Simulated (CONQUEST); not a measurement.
The system is Ti.

```
Ti
1.0
     3.28200    0.00000    0.00000
     0.00000    3.28200    0.00000
     0.00000    0.00000    3.28200
Ti
2
Direct
  0.00000 0.00000 0.00000
  0.50000 0.50000 0.50000
```

This isn't the form of Ti at room conditions, which is hcp.

```yaml
Program: CONQUEST 1.3
Task: single point
Functional: PBE
Potentials_or_basis: PseudoDojo NC PBE, DZP, grid cutoff 150 Ha
k_mesh: 8 × 8 × 8
Occupations: fermi-dirac, width 0.05 eV
Spin: no spin polarisation
```

On this cell: pressure -1.4 GPa; largest force zero by symmetry; band gap on the k mesh none (metal or under the smearing width).

The same run follows on a disturbed copy (atoms of the box moved at random, drawn with an rms of 0.05 Å):

```xyz
2
Lattice="3.2820 0.0000 0.0000 0.0000 3.2820 0.0000 0.0000 0.0000 3.2820" Properties=species:S:1:pos:R:3 pbc="T T T"
Ti   -0.0024   -0.0191    0.0086
Ti    1.6257    1.6002    1.6978
```

What changes?

The energy (extrapolated to zero smearing) moves by +3.2 meV/atom; pressure -1.2 GPa; largest force 0.226 eV/Å; band gap on the k mesh none (metal or under the smearing width).

Forces in eV/Å, atoms in the order of the input:
```
Ti  -0.054 -0.088  0.199
Ti   0.051  0.091 -0.201
```

Stress tensor (GPa, compression positive):
```
-1.20  0.04 -0.05
 0.04 -1.22 -0.12
-0.05 -0.12 -1.25
```

Caveats: the basis of atomic orbitals isn't converged, which shifts pressures, moduli and gaps; the box holds several primitive cells, so bands are folded and the points are those of the box's own zone (some runs).
